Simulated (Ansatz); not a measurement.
Bulk crystal (CdS) after relaxation:

```xyz
2
Lattice="0.0000 2.9121 2.9121 2.9121 0.0000 2.9121 2.9121 2.9121 0.0000" Properties=species:S:1:pos:R:3 pbc="T T T"
Cd    0.0000    0.0000    0.0000
S     4.3681    4.3681    4.3681
```

Miller indices refer to the conventional cell of F-43m (No. 216), a = 5.824 Å, b = 5.824 Å, c = 5.824 Å, α = 90.00°, β = 90.00°, γ = 90.00°. The bulk's gap is 1.01 eV.

The (110) slab of 6 planes, 10.3 Å thick with 15 Å of vacuum as cut; outer planes CdS (top) and CdS (bottom).

Theory: DFT PBEsol, scalar-relativistic, plane waves, PAW in Ansatz 0.2.0. Cutoff 420 eV; k points 7×5×1 on the computed 12-atom cell (Γ-centred); Gaussian smearing, width 0.05 eV; no spin polarisation. The cell repeats along c with a dipole correction in the vacuum.

With the atoms at the bulk's places:

```
Surface energy (mean of both faces)                : 0.70 J/m²
Gap of the slab on the mesh                        : 1.05 eV
Bulk valence band top under the vacuum level       : 5.28 eV
Bulk conduction band bottom under the vacuum level : 4.27 eV
```

(1) What changes when all atoms relax within this surface cell and its symmetry?

An odd mesh misses points on the zone edge, so a gap read on it can be too wide.

Answers

(1) The energy falls by 0.273 J/m² a face, and the largest move is 0.58 Å.

| Quantity | Value |
| --- | --- |
| Surface energy (mean of both faces) | 0.43 J/m² |
| Gap of the slab on the mesh | 1.47 eV |
| Bulk valence band top under the vacuum level | 6.10 eV |
| Bulk conduction band bottom under the vacuum level | 5.09 eV |

```
plane (bottom to top) atoms spacing to next, bulk (Å) relaxed (Å) change (%) rumpling (Å)
                    1    CdS                      2.059        1.864        -9.5         0.649
                    2    CdS                      2.059        2.104        +2.2         0.184
                    3    CdS                      2.059        2.045        -0.7         0.136
                    4    CdS                      2.059        2.104        +2.2         0.136
                    5    CdS                      2.059        1.864        -9.5         0.184
                    6    CdS                                                             0.649
```

The reference crystal is the zinc-blende form of CdS, which isn't its usual structure.